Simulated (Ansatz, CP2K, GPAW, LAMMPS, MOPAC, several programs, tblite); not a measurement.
# Te: cheap methods against density-functional theory

How much accuracy does each second buy? Te is computed with 13 methods, from the cheapest up to r2SCAN.

Computed with LAMMPS, MOPAC, tblite, CP2K, GPAW, Ansatz (versions at each run) (no spin polarisation, static lattice; gaps from single points on the cell relaxed beforehand with r²SCAN+rVV10, unless a step's input says otherwise).

2 further runs of the same task are left out: 2 set aside as unsound or not needed.

**1. The system as given**

The structure is trigonal, space group P3_121 (No. 152). Conventional cell: a = 4.471 Å, b = 4.471 Å, c = 5.949 Å, α = 90.00°, β = 90.00°, γ = 120.00°. Te (site symmetry 2) has 2 Te at 2.85 Å as nearest neighbours.

Structure file:

```xyz
3
Lattice="4.4713 0.0000 0.0000 -2.2356 3.8722 0.0000 0.0000 0.0000 5.9487" Properties=species:S:1:pos:R:3 pbc="T T T"
Te    1.1813    0.0000    1.9829
Te   -0.5906    1.0230    3.9658
Te    1.6450    2.8492    0.0000
```

The structure type (database structure) is imposed and need not be the compound's stable one.

**Question.** The methods are CdTe.bop.table, CdTeSe.bop.table, CdTeZnSeHgS0.sw, PM6, PM7, GFN1-xTB (tblite), PBE/DZVP, PBE/single-zeta, PBE/SZV, coarse PBE, GLLB-SC, PBE, r2SCAN. What gap does r2SCAN give on this cell, and which other methods (full PBE left aside) come nearest to r2SCAN and farthest in gap?

```
                                      quantity                               value
                                        r2SCAN                         gap 0.33 eV
gap: nearest and farthest of the other methods  GLLB-SC (+0.05 eV), PM7 (+5.95 eV)
```

In words: Among the 8 methods compared for the gap (full PBE left aside), GLLB-SC is nearest to r2SCAN and PM7 farthest. A minimal basis or a coarse cutoff and mesh shifts results by its own error, so closeness to r2SCAN can be chance. Cluster runs see only the k-points that fold onto the zone centre, so their gaps can miss the band edges. GLLB-SC is compared with its derivative discontinuity added. No r2SCAN modulus is at hand, so moduli aren't ranked. CPU times run from 0.14 s (CdTe.bop.table) to 31 s (GLLB-SC). On this cell PBE/DZVP, GLLB-SC cost more than r2SCAN itself (7.8 s), so they are no saving here. r2SCAN is a yardstick, not the truth: it usually gives gaps below the measured ones. Spin-orbit coupling is left out throughout, and with elements this heavy it can close so small a gap.
